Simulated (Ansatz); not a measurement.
NaI (rocksalt), relaxed with r2SCAN in Ansatz. It is cubic, Fm-3m (No. 225); a = 6.459 Å in the conventional setting, 33.69 Å³ an atom. Around Na lie 6 I at 3.23 Å; around I lie 6 Na at 3.23 Å.

The axes x, y and z are those of this cell:
```
Na I
1.0
     0.00000    3.22972    3.22972
     3.22972    0.00000    3.22972
     3.22972    3.22972    0.00000
Na I
1 1
Direct
  0.00000 0.00000 0.00000
  0.50000 0.50000 0.50000
```

Unstrained: PBE gives a direct gap of 3.661 eV at Γ. r2SCAN gives a direct gap of 4.449 eV at Γ. HSE06 gives a direct gap of 4.692 eV at Γ. Meshes: PBE 8×8×8, r2SCAN 8×8×8, HSE06 6×6×6. Strains are changes of length per length. After each strain the atoms were relaxed again with r2SCAN within the symmetry that the strain leaves, so tilts or polar shifts that break it weren't tested; points keep the names that they have in the unstrained zone. The values are computed, spin-unpolarised, and not measurements.

Question: One strain changed the r2SCAN stress by xx +0.50, yy +0.50, zz +0.50, xy -0.24, xz -0.24, yz -0.24 GPa (compression positive) and the gap by -0.001 eV (PBE), +0.005 eV (r2SCAN), +0.001 eV (HSE06). Which kind of strain was it, and roughly how large?

Answer: Epitaxial -2.22 % in the plane normal to [111], free normal strain +1.78 %. The pattern of the stress gives the kind; the size needs the stiffness, so it is an estimate.

Question: Estimate what isotropic -1.61 % on every length does to the gap.

Answer: PBE: the gap goes from 3.661 to 3.798 eV (+0.137 eV). r2SCAN: the gap goes from 4.449 to 4.606 eV (+0.157 eV). HSE06: the gap goes from 4.692 to 4.840 eV (+0.148 eV). The r2SCAN energy rises by 4.6 meV an atom.

Question: Apply uniaxial +1.54 % along x, other directions held. How far does the gap move, against the unstrained cell?

Answer: PBE: the gap goes from 3.661 to 3.609 eV (-0.052 eV); with r2SCAN the top three valence levels at Γ, degenerate before, become 1+2 from the top over 17 meV. r2SCAN: the gap goes from 4.449 to 4.391 eV (-0.058 eV). HSE06: the gap goes from 4.692 to 4.636 eV (-0.056 eV). The r2SCAN energy rises by 0.8 meV an atom.

No spin-orbit coupling is included; it can move band edges with weight on the heavy atoms by tenths of an eV.

The meshes of the hybrids are coarse, so their gaps aren't converged to the digits shown.

The splittings at Γ are without spin-orbit coupling, which regroups them where it is of like size or larger.
